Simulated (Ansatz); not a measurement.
# Calculated 11B NMR of the central transition for BH3

Cell: a structure deposited in the COD, ions relaxed with PBE at fixed cell.

Space group P2_1/c (No. 14); a = 4.4043, b = 6.5007, c = 6.2445 Å, β = 117.40°.

| site | Wyckoff | site symmetry | x | y | z |
| --- | --- | --- | --- | --- | --- |
| B | 4e | 1 | 0.6416 | 0.5410 | 0.6450 |
| H5 | 4e | 1 | 0.5954 | 0.4902 | 0.8117 |
| H9 | 4e | 1 | 0.3580 | 0.6239 | 0.4778 |
| H13 | 4e | 1 | 0.8781 | 0.6475 | 0.6732 |

One atom of each set is listed.

Level of theory: DFT, PBE, plane waves and PAW, scalar-relativistic, 420 eV cutoff, Γ-centred 7×5×5 k-points, Fermi–Dirac smearing 0.02 eV (Ansatz 0.2.0).

11B has I = 3/2 and Q = 40.59 mb (Pyykkö 2018); at 28.2 T its Larmor frequency is ν₀ = 385.3 MHz. Only the quadrupole interaction is simulated: positions count from each site's isotropic chemical shift, and J coupling is left out, as are shift anisotropy and dipolar coupling, which fast spinning averages.

Simulated pattern of one B site (fast magic-angle spinning, Gaussian broadening 0.06 kHz):

(offset (kHz), height): (-1.487, 0), (-1.419, 4), (-1.351, 11), (-1.284, 19), (-1.216, 21), (-1.148, 23), (-1.080, 24), (-1.012, 26), (-0.944, 29), (-0.876, 33), (-0.808, 51), (-0.741, 100), (-0.673, 99), (-0.605, 94), (-0.537, 69), (-0.469, 56), (-0.401, 48), (-0.333, 43), (-0.266, 39), (-0.198, 36), (-0.130, 33), (-0.062, 30), (0.006, 11), (0.074, 0)

Question: Which |C_Q| and η does the pattern imply?

Answer: The pattern spans 1.41 kHz before broadening and its centre of gravity is at -0.627 kHz, which fixes P_Q; the places of the horns and steps fix η. That gives P_Q = 3.11 MHz, |C_Q| = 2.80 MHz and η = 0.84. The sign of C_Q can't be read from the pattern.

The relaxation (4 steps) took 37 s of wall time (37 s of CPU time) and 0.5 GiB at its peak, on 1 thread of Arm Neoverse V2 (aarch64; 24 cores open to the job, memory cap 2.5 GiB, no GPU), a shared host with a load of 0.4 a core.
